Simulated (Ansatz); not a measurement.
**Energy ranking of Mg₇Se structures**

All numbers below come from DFT PBE, scalar-relativistic, plane waves, PAW (Ansatz). Settings: cutoff 420 eV, Γ-centred meshes spaced at most about 0.3 Å⁻¹, and about 0.25 Å⁻¹ or finer for metals (2π included), Gaussian smearing. No spin polarisation.

The zero of energy is the elements' standard structures at the same level; no fitted shifts are applied.

Temperature and zero-point effects are left out. The comparison covers the computed candidates alone. The reference form of Se is held partly by dispersion forces, which this level lacks.

Invented guesses were relaxed alike, and ends that match in structure were merged. ΔE counts from the first row. Coordination counts Mg atoms around Se (those within 1.25 times the shortest such distance or 1.15 times the sum of covalent radii; a plus sign parts nearer from farther groups; the shortest distance is added where it is long for a bond).

| # | reached from | type and space group | atoms | Å³/atom | coordination | ΔE (meV/atom) | gap on mesh (eV) |
| --- | --- | --- | --- | --- | --- | --- | --- |
| 1 | Zn7Mo type (Fm-3m) | Fm-3m (No. 225) | 8 | 22.3 | Se 12 from 3.2 Å | 0 | 0.00 |
| 2 | a cell proposed by chemical analogy | P-3m1 (No. 164) | 8 | 24.2 | Se 6 | 14 | 0.00 |
| 3 | random cell | P4mm (No. 99) | 8 | 23.6 | Se 4+4 | 27 | 0.00 |
| 4 | a cell proposed by chemical analogy | P-6m2 (No. 187) | 8 | 22.4 | Se 12 from 3.1 Å | 38 | 0.00 |
| 5 | random cell | I4/mmm (No. 139) | 8 | 22.8 | Se 10+4 from 3.1 Å | 62 | 0.00 |
| 6 | a cell proposed by chemical analogy | Im-3m (No. 229) | 8 | 22.6 | Se 8+6 from 3.1 Å | 88 | 0.00 |

The lowest: Space group Fm-3m (No. 225), cubic, a = 8.939 Å. Around Mg on a site of symmetry mmm lie 10 Mg at 3.16 Å and 2 Se at 3.16 Å; Mg on a site of symmetry m-3m is surrounded by 12 Mg at 3.16 Å; around Se lie 12 Mg at 3.16 Å. Its energy over the elements is −0.16 eV/atom. Whether it is stable depends on the other phases of the system, which aren't compared here. An observed structure of this formula, if there is one, may be missing.

```cif
data_structure
_symmetry_space_group_name_H-M 'Fm-3m'
_symmetry_Int_Tables_number 225
_cell_length_a 8.9387
_cell_length_b 8.9387
_cell_length_c 8.9387
_cell_angle_alpha 90.000
_cell_angle_beta 90.000
_cell_angle_gamma 90.000
_cell_volume 714.22
loop_
_atom_site_label
_atom_site_type_symbol
_atom_site_symmetry_multiplicity
_atom_site_Wyckoff_symbol
_atom_site_fract_x
_atom_site_fract_y
_atom_site_fract_z
_atom_site_occupancy
Mg1 Mg 24 d 0.25000 0.25000 0.00000 1
Mg2 Mg 4 b 0.50000 0.00000 0.00000 1
Se1 Se 4 a 0.00000 0.00000 0.00000 1
```

The second: Space group P-3m1 (No. 164), trigonal, a = 3.504 Å, c = 18.220 Å. Around Mg on a site of symmetry 3m lie 6 Mg at 3.18–3.20 Å and 6 Mg at 3.50 Å; around Mg on a site of symmetry -3m lie 6 Mg at 3.20 Å and 6 Mg at 3.50 Å; around Mg on a second site of symmetry 3m lie 3 Se at 2.65 Å and 3 Mg at 3.19 Å; Se is surrounded by 6 Mg at 2.65 Å; 1 more site not described. Counting Mg atoms around Se, the first has Se 12 from 3.2 Å and the second has Se 6. Cells relaxed within their symmetry can be saddle points.

```xyz
8
Lattice="3.5038 0.0000 0.0000 -1.7519 3.0344 0.0000 0.0000 0.0000 18.2201" Properties=species:S:1:pos:R:3 pbc="T T T"
Mg    0.0000    2.0229    6.6270
Mg    0.0000    0.0000    9.1100
Mg    1.7519    1.0115   11.5930
Mg    1.7519    1.0115   16.5122
Mg    0.0000    0.0000   14.0490
Mg    0.0000    2.0229    1.7079
Mg    0.0000    0.0000    4.1711
Se    0.0000    0.0000    0.0000
```

Some candidate types were left out of the draw beforehand, so a known form may be missing.
